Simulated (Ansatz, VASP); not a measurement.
# Hg2Ge in two plane-wave programs, part 2 of 2

One calculation is typed for both programs; each brings its own data sets and cutoff. How far apart do they land? The cell is generated by rule, not measured, and may not be a known phase. The cell is taken from a series of VASP runs on this material, whose earlier steps may have relaxed, scaled or displaced it; both programs get it as it stands.

VASP 6.6.1 and Ansatz 0.2.0.

So far: Set-up; Ansatz: band structure, LDA, spin-orbit coupling; VASP: band structure, LDA, spin-orbit coupling.

## Step 3: VASP: band structure, LDA, spin-orbit coupling (continued)

Level of this step: LDA, spin-orbit coupling; plane waves and PAW (Ge_d, Hg); invented cell (VASP).

Numbers of over 12 decimals in the logs are rounded to 6 here.

Parts of OUTCAR (step 3):

```text
ion  position               nearest neighbor table
   1  0.000  0.000  0.000-   3 2.63   3 2.63   3 2.63   2 2.63   2 2.63   2 2.63   3 2.63   2 2.63

  LATTYP: Found a face centered cubic cell.
 ALAT       =     6.0656400000

 Subroutine GETGRP returns: Found 48 space group operations
 (whereof 48 operations were pure point group operations)

The static configuration has the point symmetry O_h .

 Found     29 irreducible k-points:

   k-points           NKPTS =     29   k-points in BZ     NKDIM =     29   number of bands    NBANDS=     50

   dimension x,y,z NGX =    28 NGY =   28 NGZ =   28
   dimension x,y,z NGXF=    56 NGYF=   56 NGZF=   56

   ENCUT  =  410.0 eV  30.13 Ry    5.49 a.u.   7.08  7.08  7.08*2*pi/ulx,y,z

   NELECT =      38.0000    total number of electrons

 k-points in reciprocal lattice and weights: Automatic mesh
   0.00000000  0.00000000  0.00000000       0.002
   0.12500000  0.00000000  0.00000000       0.016
   0.25000000  0.00000000  0.00000000       0.016
   0.37500000  0.00000000  0.00000000       0.016
   0.50000000  0.00000000  0.00000000       0.008
   0.12500000  0.12500000  0.00000000       0.012
   0.25000000  0.12500000  0.00000000       0.047
   0.37500000  0.12500000  0.00000000       0.047
   0.50000000  0.12500000  0.00000000       0.047
[...]
-0.37500000  0.50000000  0.12500000       0.023
  -0.25000000  0.50000000  0.25000000       0.012

 average (electrostatic) potential at core
       1 -74.8863       2 -39.0579       3 -39.0579

 E-fermi :   5.8399

 k-point     1 :       0.0000    0.0000    0.0000
  band No.  band energies     occupation
    ...
     30      -0.6463      1.00000
     31      -0.6463      1.00000
     32      -0.6463      1.00000
     33       5.1989      1.00000
     34       5.1989      1.00000
     35       6.4591      0.00000
     36       6.4591      0.00000
     37       7.3014      0.00000
     38       7.3014      0.00000
     39       7.6829      0.00000
    ...

 k-point     2 :       0.1250    0.0000    0.0000
  band No.  band energies     occupation
    ...
     32      -0.7614      1.00000
     33       4.3702      1.00000
     34       4.3702      1.00000
     35       5.4799      1.00000
     36       5.4799      1.00000
     37       6.6327      0.00000
     38       6.6327      0.00000
     39       7.0622      0.00000
     40       7.0622      0.00000
     41       7.9820      0.00000
    ...

 k-point     3 :       0.2500    0.0000    0.0000
  band No.  band energies     occupation
    ...
     32      -1.0140      1.00000
     33       2.0516      1.00000
     34       2.0516      1.00000
     35       5.0784      1.00000
     36       5.0784      1.00000
     37       6.1871      0.00000
     38       6.1871      0.00000
     39       6.4602      0.00000
     40       6.4602      0.00000
     41       8.6400      0.00000
    ...

  Total        7.8547159      7.8547159      7.8547159      0.0000000     -0.0000000      0.0000000
  in kB      225.5647130    225.5647130    225.5647130      0.0000000     -0.0000000      0.0000000
  external PRESSURE =     225.5647130 kB  Pullay stress =       0.0000000 kB

  energy-cutoff  :      410.00
  volume of cell :       55.79
      direct lattice vectors                 reciprocal lattice vectors
     0.000000000  3.032820000  3.032820000    -0.164863065  0.164863065  0.164863065
     3.032820000  0.000000000  3.032820000     0.164863065 -0.164863065  0.164863065
     3.032820000  3.032820000  0.000000000     0.164863065  0.164863065 -0.164863065

 POSITION                                       TOTAL-FORCE (eV/Angst)
 -----------------------------------------------------------------------------------
      0.00000      0.00000      0.00000        -0.000000      0.000000      0.000000
      1.51641      1.51641      1.51641         0.000000      0.000000      0.000000
      4.54923      4.54923      4.54923        -0.000000     -0.000000     -0.000000
 -----------------------------------------------------------------------------------
    total drift:                                0.000000      0.000000      0.000000

  FREE ENERGIE OF THE ION-ELECTRON SYSTEM (eV)
  ---------------------------------------------------
  free  energy   TOTEN  =        -6.5061163479 eV

  energy  without entropy=       -6.5059040936  energy(sigma->0) =       -6.50601022

 Spin-Orbit-Coupling matrix elements
 Ion:    1  E_soc:     -0.0170176
 Ion:    2  E_soc:     -0.6565034
 Ion:    3  E_soc:     -0.6565034

 total charge
# of ion       s       p       d       tot
------------------------------------------
    1        1.205   1.202  10.080  12.487
    2        0.875   0.536   9.324  10.735
    3        0.875   0.536   9.324  10.735
--------------------------------------------------
tot          2.954   2.274  28.728  33.957

 magnetization (x)
# of ion       s       p       d       tot
------------------------------------------
    1       -0.000  -0.000   0.000  -0.000
    2       -0.000  -0.000  -0.000  -0.000
    3       -0.000   0.000   0.000   0.000
--------------------------------------------------
tot         -0.000  -0.000   0.000  -0.000

 magnetization (y)
# of ion       s       p       d       tot
------------------------------------------
    1        0.000  -0.000   0.000  -0.000
    2        0.000   0.000   0.000   0.000
    3        0.000   0.000   0.000   0.000
--------------------------------------------------
tot          0.000  -0.000   0.000   0.000

 magnetization (z)
# of ion       s       p       d       tot
------------------------------------------
    1       -0.000  -0.000   0.000  -0.000
    2        0.000   0.000  -0.000   0.000
    3        0.000  -0.000   0.000   0.000
--------------------------------------------------
tot         -0.000  -0.000   0.000   0.000

[... 3 further parts left out ...]
```

The run ends at a pressure of 22.56 GPa.

## Step 4: Side by side

Known differences besides the potentials themselves: spin-orbit coupling enters by fully relativistic files in Ansatz and inside the spheres in VASP; the two LDA forms differ slightly; the data sets hold 54 valence electrons in Ansatz (fully relativistic PAW (standard-fr) files) and 38 in VASP; the cutoff is 420 eV in Ansatz and 410 eV in VASP; VASP's log shows a relativistic correction to its local exchange, Ansatz's none. Total energies have different zeros and are not compared.

Both answers:

```
      quantity  Ansatz   VASP  difference
pressure (GPa)   20.77  22.56       -1.78
```

Levels from 3 eV below to 2 eV above the Fermi level differ by 33 meV r.m.s. and 146 meV at most; each VASP level is matched to the nearest of Ansatz, which flatters the figure a little.

## Step 5: Other set-ups

Further runs change the set-up of one program: Ansatz's method, potentials or start, or VASP's data sets, cutoff or form of LDA. The table gives Ansatz less VASP for each quantity, since a change that brings one quantity closer may part another.

```
                                     run  pressure (GPa)
                                as above            -1.8
                    cores kept as stored            -1.7
Ansatz's larger PAW set (cutoff 1000 eV)            -1.8
```

## Step 6: What came out

* difference in pressure (band structure, LDA, spin-orbit coupling): -1.8 GPa

**Reading.** The difference in pressure is -1.8 GPa (band structure, LDA, spin-orbit coupling), beyond the 1 GPa picked in this series as the mark of a large difference. For band structure, LDA, spin-orbit coupling, no further run moves any of the tabulated differences by more than a quarter of its size. 2 further runs of this series are not shown here. Such differences can come from data sets, numerical settings and the points named under the comparisons, not from the functional's error against experiment.

[Lines on the potential files, build, host, timing and source positions are cut from VASP's logs without a mark.]

[Logs are printed without paths, hosts, clocks, repeated set-up lines and the standing remarks that a program may print on its own settings, such as how far it seeks lower states.]

[Hosts, paths, dates, database ids (printed as entryN), source tags and the programs' standing remarks are cut or masked in the printed files.]
